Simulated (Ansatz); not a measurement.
# Band structure of Ca

```
Ca
1.0
    -2.24000    2.24000    2.24000
     2.24000   -2.24000    2.24000
     2.24000    2.24000   -2.24000
Ca
1
Cartesian
  0.0000 0.0000 0.0000
```

Structure: COD 9011034, as refined from experiment and not relaxed. It was measured hot, at 740 K.

These are results of DFT, PBE, all-electron LAPW, scalar-relativistic (Ansatz 0.2.0), not measurements.

Settings: a Γ-centred 10×10×10 k mesh, Fermi–Dirac smearing of 0.05 eV, basis error target 0.25 meV/atom, no spin polarisation.

Points in fractions of the reciprocal vectors of this cell: Γ (0, 0, 0), H (0.5, -0.5, 0.5), N (0, 0, 0.5), P (0.25, 0.25, 0.25). The path joins them by straight lines in the order Γ–H–N–Γ–P–H–P–N; legs that retrace an earlier one aren't tabulated. Energies are in eV from the Fermi level.

**Question.** Metal or insulator at this level of theory?

**Answer.** No gap opens: metallic or semimetallic.

**Question.** Tabulate bands 2 to 7, counted from the lowest band of the run, along the path.

**Answer.** 
| k (1/Å) | point | band 2 | band 3 | band 4 | band 5 | band 6 | band 7 |
| --- | --- | --- | --- | --- | --- | --- | --- |
| 0.00 | Γ | -23.16 | -23.16 | -23.16 | -3.96 | 2.19 | 2.19 |
| 0.35 |  | -23.18 | -23.17 | -23.17 | -3.43 | 2.06 | 2.06 |
| 0.70 |  | -23.22 | -23.20 | -23.20 | -2.00 | 1.40 | 2.05 |
| 1.05 |  | -23.24 | -23.23 | -23.23 | -0.36 | 0.45 | 2.58 |
| 1.40 | H | -23.24 | -23.24 | -23.24 | 0.10 | 0.10 | 3.66 |
| 1.65 |  | -23.25 | -23.24 | -23.23 | 0.06 | 0.17 | 2.54 |
| 1.90 |  | -23.26 | -23.22 | -23.20 | -0.05 | -0.02 | 1.99 |
| 2.15 |  | -23.27 | -23.21 | -23.17 | -0.63 | -0.07 | 1.48 |
| 2.39 | N | -23.27 | -23.20 | -23.16 | -0.88 | -0.09 | 1.30 |
| 2.64 |  | -23.26 | -23.19 | -23.16 | -1.82 | 0.66 | 1.41 |
| 2.89 |  | -23.22 | -23.18 | -23.16 | -2.93 | 1.50 | 1.70 |
| 3.14 |  | -23.18 | -23.17 | -23.16 | -3.69 | 2.03 | 2.06 |
| 3.39 | Γ | -23.16 | -23.16 | -23.16 | -3.96 | 2.19 | 2.19 |
| 3.69 |  | -23.19 | -23.16 | -23.16 | -3.56 | 1.95 | 1.95 |
| 3.99 |  | -23.23 | -23.17 | -23.17 | -2.45 | 1.29 | 1.29 |
| 4.30 |  | -23.25 | -23.19 | -23.19 | -0.89 | 0.69 | 0.69 |
| 4.60 | P | -23.22 | -23.22 | -23.22 | 0.32 | 0.32 | 0.32 |
| 4.90 |  | -23.23 | -23.23 | -23.18 | 0.17 | 0.17 | 0.36 |
| 5.21 |  | -23.24 | -23.24 | -23.18 | 0.15 | 0.15 | 0.74 |
| 5.51 |  | -23.24 | -23.24 | -23.22 | 0.13 | 0.13 | 2.01 |
| 5.82 | H | -23.24 | -23.24 | -23.24 | 0.10 | 0.10 | 3.66 |
| 7.03 | P | -23.22 | -23.22 | -23.22 | 0.32 | 0.32 | 0.32 |
| 7.21 |  | -23.24 | -23.21 | -23.19 | 0.07 | 0.12 | 0.61 |
| 7.38 |  | -23.26 | -23.21 | -23.18 | -0.39 | -0.01 | 0.92 |
| 7.56 |  | -23.27 | -23.20 | -23.17 | -0.75 | -0.07 | 1.19 |
| 7.73 | N | -23.27 | -23.20 | -23.16 | -0.88 | -0.09 | 1.30 |
